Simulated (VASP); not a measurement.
Here is a VASP 6.6.1 calculation.

The input INCAR:

```
  ALGO = Normal
  EDIFF = 1E-7
  EDIFFG = -0.002
  ENCUT = 520
  GGA = PS
  IBRION = 2
  ISIF = 3
  ISMEAR = 0
  LASPH = T
  LCHARG = F
  LREAL = F
  LWAVE = F
  NELM = 80
  NSW = 80
  PREC = Accurate
  SIGMA = 0.02
```

The input KPOINTS:

```
k-points
0
Gamma
  10 10 10
```

Contents of POSCAR:

```
GaSb                                    
1.0
    0.0000000000      3.0576015582      3.0576015582
    3.0576015582      0.0000000000      3.0576015582
    3.0576015582      3.0576015582      0.0000000000
  Ga              Sb            
     1     1
Direct
     0.0000000000000000    0.0000000000000000    0.0000000000000000
     0.2500000000000000    0.2500000000000000    0.2500000000000000
```

Potentials or basis: VASP PAW PBE potentials, release 64 (Ga_d, Sb).

Command:

```sh
$ cat potpaw_PBE.64/Ga_d/POTCAR potpaw_PBE.64/Sb/POTCAR > POTCAR
$ mpirun -np 1 vasp_std > vasp.out
```

(1) Predict the band gap on the k mesh.

## Answers

(1) none (metal or under the smearing width).

Caveat: the relaxation stopped at its first step, so nothing moved; this crystal is a semiconductor, whose small gap the functional closes, so the metal is an error of the method.
